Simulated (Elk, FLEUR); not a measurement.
A FLEUR input for a self-consistent single point of InCuS2 (I-42d, 8 atoms in the cell) (DFT, PBE, all-electron FLAPW (FLEUR), scalar-relativistic valence):

Input of the input generator:

```
scf InCuS2
&input film=f /
-5.1930713254 5.1930713254 10.4664503419
5.1930713254 -5.1930713254 10.4664503419
5.1930713254 5.1930713254 -10.4664503419
1.0
1.0 1.0 1.0

8
49 0.5000000000 0.5000000000 0.0000000000
49 0.2500000000 0.7500000000 0.5000000000
29 0.7500000000 0.2500000000 0.5000000000
29 -0.0000000000 0.0000000000 0.0000000000
16 0.8750000000 0.9038000000 0.5288000000
16 0.0962000000 0.6250000000 0.9712000000
16 0.3750000000 0.3462000000 0.4712000000
16 0.6538000000 0.1250000000 0.0288000000

&comp jspins=1 /
&kpt div1=5 div2=5 div3=5 /
&end /
```

```xml
<?xml version="1.0" encoding="UTF-8" standalone="no"?>
<fleurInput fleurInputVersion="0.39">
   <comment>
      scf InCuS2                                                                                          
   </comment>
   <calculationSetup>
      <cutoffs Kmax="4.1" Gmax="16.4" GmaxXC="16.4" numbands="0"/>
      <scfLoop itmax="100" minDistance="0.00001" maxIterBroyd="15" imix="Anderson" alpha="0.05" precondParam="0.0" spinf="2.0"/>
      <coreElectrons ctail="T" frcor="F" kcrel="0" coretail_lmax="0"/>
      <xcFunctional name="pbe" relativisticCorrections="F"/>
      <magnetism jspins="1"/>
      <soc l_soc="F" theta="0.0" phi="0.0" spav="F"/>
      <expertModes spex="0" secvar="F"/>
      <geometryOptimization l_f="T" forcealpha="1.0" forcemix="BFGS" epsdisp="0.00001" epsforce="0.00001"/>
      <ldaU l_linMix="F" mixParam="0.05" spinf="1.0"/>
   </calculationSetup>
   <cell>
      <bzIntegration valenceElectrons="72.0" mode="gauss" fermiSmearingEnergy="0.00734986">
         <kPointListSelection listName="default-1"/>
         <!-- k-points included here -->
         <xi:include xmlns:xi="http://www.w3.org/2001/XInclude" href="kpts.xml"> </xi:include>
      </bzIntegration>
      <!-- symmetry operations included here -->
      <xi:include xmlns:xi="http://www.w3.org/2001/XInclude" href="sym.xml"> </xi:include>
      <bulkLattice scale="1.0">
         <bravaisMatrix>
            <row-1>   -5.1930713254000000     5.1930713254000000    10.4664503418999999</row-1>
            <row-2>    5.1930713254000000    -5.1930713254000000    10.4664503418999999</row-2>
            <row-3>    5.1930713254000000     5.1930713254000000   -10.4664503418999999</row-3>
         </bravaisMatrix>
      </bulkLattice>
   </cell>
   <atomSpecies>
      <species name="Indium (In)" element="In" atomicNumber="49">
         <mtSphere radius="2.68" gridPoints="925" logIncrement="0.014"/>
         <atomicCutoffs lmax="10" lnonsphr="8"/>
         <electronConfig flipSpins="F">
            <coreConfig>(1s1/2) (2s1/2) (2p1/2) (2p3/2) (3s1/2) (3p1/2) (3p3/2) (4s1/2) (3d3/2) (3d5/2) (4p1/2) (4p3/2)</coreConfig>
            <valenceConfig>(5s1/2) (4d3/2) (4d5/2) (5p1/2) (5p3/2)</valenceConfig>
            <stateOccupation state="(5p1/2)" spinUp="0.1666666666667" spinDown="0.1666666666667"/>
            <stateOccupation state="(5p3/2)" spinUp="0.3333333333333" spinDown="0.3333333333333"/>
         </electronConfig>
         <energyParameters s="5" p="5" d="5" f="4"/>
         <lo type="SCLO" l="2" n="4" eDeriv="0"/>
      </species>
      <species name="Copper (Cu)" element="Cu" atomicNumber="29">
         <mtSphere radius="2.45" gridPoints="847" logIncrement="0.015"/>
         <atomicCutoffs lmax="10" lnonsphr="8"/>
         <electronConfig flipSpins="F">
            <coreConfig>(1s1/2) (2s1/2) (2p1/2) (2p3/2) (3s1/2) (3p1/2) (3p3/2)</coreConfig>
            <valenceConfig>(4s1/2) (3d3/2) (3d5/2)</valenceConfig>
            <stateOccupation state="(4s1/2)" spinUp="0.5" spinDown="0.5"/>
         </electronConfig>
         <energyParameters s="4" p="4" d="3" f="4"/>
         <lo type="HELO" l="2" n="4" eDeriv="0"/>
      </species>
      <species name="Sulfur (S)" element="S" atomicNumber="16">
         <mtSphere radius="1.60" gridPoints="553" logIncrement="0.021"/>
         <atomicCutoffs lmax="6" lnonsphr="4"/>
         <electronConfig flipSpins="F">
            <coreConfig>(1s1/2) (2s1/2) (2p1/2) (2p3/2)</coreConfig>
            <valenceConfig>(3s1/2) (3p1/2) (3p3/2)</valenceConfig>
            <stateOccupation state="(3p1/2)" spinUp="0.6666666666667" spinDown="0.6666666666667"/>
            <stateOccupation state="(3p3/2)" spinUp="1.3333333333333" spinDown="1.3333333333333"/>
         </electronConfig>
         <energyParameters s="3" p="3" d="3" f="4"/>
      </species>
   </atomSpecies>
   <atomGroups>
      <atomGroup species="Indium (In)">
         <relPos label="                   1">1.000/2.000 1.000/2.000 .0000000000</relPos>
         <relPos label="                   2">1.000/4.000 -1.000/4.000 1.000/2.000</relPos>
         <force calculate="T" relaxXYZ="TTT"/>
      </atomGroup>
      <atomGroup species="Copper (Cu)">
         <relPos label="                   3">-1.000/4.000 1.000/4.000 1.000/2.000</relPos>
         <relPos label="                   4">.0000000000 .0000000000 .0000000000</relPos>
         <force calculate="T" relaxXYZ="TTT"/>
      </atomGroup>
      <atomGroup species="Sulfur (S)">
         <relPos label="                   5">-1.000/8.000 -.0962000000 -.4712000000</relPos>
         <relPos label="                   6">.0962000000 -3.000/8.000 -.0288000000</relPos>
         <relPos label="                   7">3.000/8.000 .3462000000 .4712000000</relPos>
         <relPos label="                   8">-.3462000000 1.000/8.000 .0288000000</relPos>
         <force calculate="T" relaxXYZ="TTT"/>
      </atomGroup>
   </atomGroups>
   <output dos="F" band="F" slice="F">
      <checks vchk="F" cdinf="F"/>
      <bandDOS minEnergy="-.5*Htr" maxEnergy="0.5*Htr" sigma="0.015" storeEVData="T"/>
      <vacuumDOS vacdos="F" integ="F" star="F" nstars="0" locx1="0.0" locy1="0.0" locx2="0.0" locy2="0.0" nstm="0" tworkf="0.0"/>
      <unfoldingBand unfoldBand="F" supercellX="1" supercellY="1" supercellZ="1"/>
      <plotting iplot="0" polar="F">
         <plot TwoD="T" vec1="  1.0  0.0  0.0" vec2="  0.0  1.0  0.0" vec3="  0.0  0.0  1.0" zero="  0.0  0.0  0.0" file="plot"/>
      </plotting>
      <chargeDensitySlicing numkpt="0" minEigenval="0.0" maxEigenval="0.0" nnne="0" pallst="F"/>
      <specialOutput eonly="F"/>
      <magneticCircularDichroism mcd="F" energyLo="-10.0" energyUp="0.0"/>
   </output>
  <!-- We include the file relax.xml here to enable relaxations (see documentation) -->
  <xi:include xmlns:xi="http://www.w3.org/2001/XInclude" href="relax.xml"> <xi:fallback/> </xi:include>
</fleurInput>
```

### Question
Write the same calculation as an input for Elk.

### Answer
This is the input that was run; spellings and numerical settings could be chosen otherwise.

```
tasks
  0

xctype
  20

rgkmax
  7.5

gmaxvr
  16.0

nxlo
  2

lorbcnd
  .true.

lmaxi
  3

stype
  0

swidth
  0.00734986

avec
   -5.1930713254    5.1930713254   10.4664503419
    5.1930713254   -5.1930713254   10.4664503419
    5.1930713254    5.1930713254  -10.4664503419

atoms
  3   : nspecies
  'In.in'   : spfname
  2   : natoms; atposl, bfcmt below
  0.5000000000  0.5000000000  0.0000000000    0.0 0.0 0.0
  0.2500000000  0.7500000000  0.5000000000    0.0 0.0 0.0
  'Cu.in'   : spfname
  2   : natoms; atposl, bfcmt below
  0.7500000000  0.2500000000  0.5000000000    0.0 0.0 0.0
  0.0000000000  0.0000000000  0.0000000000    0.0 0.0 0.0
  'S.in'   : spfname
  4   : natoms; atposl, bfcmt below
  0.8750000000  0.9038000000  0.5288000000    0.0 0.0 0.0
  0.0962000000  0.6250000000  0.9712000000    0.0 0.0 0.0
  0.3750000000  0.3462000000  0.4712000000    0.0 0.0 0.0
  0.6538000000  0.1250000000  0.0288000000    0.0 0.0 0.0

ngridk
  5 5 5
```

Basis settings and potentials, where a program has them, do not carry over. This input uses DFT, PBE, all-electron FP-LAPW, Elk's shipped species files, APW+lo basis with extra local orbitals.

The starting cell comes from a database of computed structures (which also holds hypothetical and non-ambient phases and stackings), without a prior relaxation at this level. Its lattice was rescaled by a random factor within 2.5 % of one.
